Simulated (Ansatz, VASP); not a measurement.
# KBr: VASP beside Ansatz

```
K Br
1.0
     3.97632    0.03241    0.00000
     0.03241    3.97632    0.00000
     0.00000    0.00000    3.97632
K Br
1 1
Direct
  0.00000 0.00000 0.00000
  0.50000 0.50000 0.50000
```

Change from the starting cell: shear_xy strain +1.6%.

Alike in both runs: task single point; functional HSE06; k mesh 4 × 4 × 4; no spin polarisation.

|  | VASP | Ansatz |
| --- | --- | --- |
| version | VASP 6.6.1 | Ansatz 0.2.0 |
| potentials or method | VASP PAW PBE potentials, release 64 (K_sv, Br) | plane waves, PAW |
| plane-wave cutoff (eV) | 520 | 420 |
| occupations | gaussian, width 0.01 eV | fixed |
| valence electrons in the cell | 16 | 16 |

```tsv
	VASP	Ansatz	Ansatz less VASP
gap on the k mesh at the Fermi level (eV)	5.19	5.19	+0.002
pressure (GPa)	0.5	0.5	-0.02
largest component of the traceless stress (GPa)	0.08	0.08	-0.002
```

Ansatz warned: «stress_exchange_threshold_loose».

Caveats: the PAW data sets were made with another functional, which shifts forces and pressure a little (VASP). A k mesh can miss the band edges.
